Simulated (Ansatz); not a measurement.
# A computed series for BeSe: element substitutions

Base system: BeSe in the zinc blende structure (space group F-43m, No. 216).

BeSe is taken in the cubic space group F-43m (No. 216), the zinc blende structure, Pearson symbol cF8. Conventional cell: a = b = c = 5.1288 Å, α = β = γ = 90.00°. Se on 4d is surrounded by 4 Be at 2.221 Å (tetrahedral). Be on 4a is coordinated by 4 Se at 2.221 Å (tetrahedral). (Neighbours: up to the widest gap in distance over summed covalent radii, below 1.35, at either atom; cation-cation and far metal-metal contacts left out.)
(The calculation used a cell of 2 atoms; values per cell refer to that cell.)

Each row replaces one element on all its sites; cell and atoms are relaxed.

Calculations: Ansatz (a first-principles code) PBEsol, without spin-orbit coupling.

```json
[
 {"case": "base", "band gap": "2.47 eV", "shortest interatomic distance": "2.221 Å"},
 {"case": "Be → Ca", "band gap": "3.13 eV", "shortest interatomic distance": "2.815 Å"},
 {"case": "Se → Ge", "band gap": "zero", "shortest interatomic distance": "2.250 Å"},
 {"case": "Se → Pd", "band gap": "zero", "shortest interatomic distance": "2.133 Å"},
 {"case": "Be → Eu", "band gap": "0.27 eV", "shortest interatomic distance": "2.894 Å"}
]
```

The magnetic state is the one reached from the starting moments; the real material's order can differ, and small cells can't hold many antiferromagnetic ones. The state of the 4f shell was not checked for lower solutions. Stability against distortions was not tested. As relaxed here, BeGe, BePd and EuSe are hypothetical phases, not in the database extracts checked. For CaSe in this form, whether it has been made was not checked. Spin-polarised in the final run: EuSe; the other runs are not. This is not the structure that CaSe has at room temperature and ambient pressure. A zero or small gap of EuSe can be the functional's error rather than a property of the material.
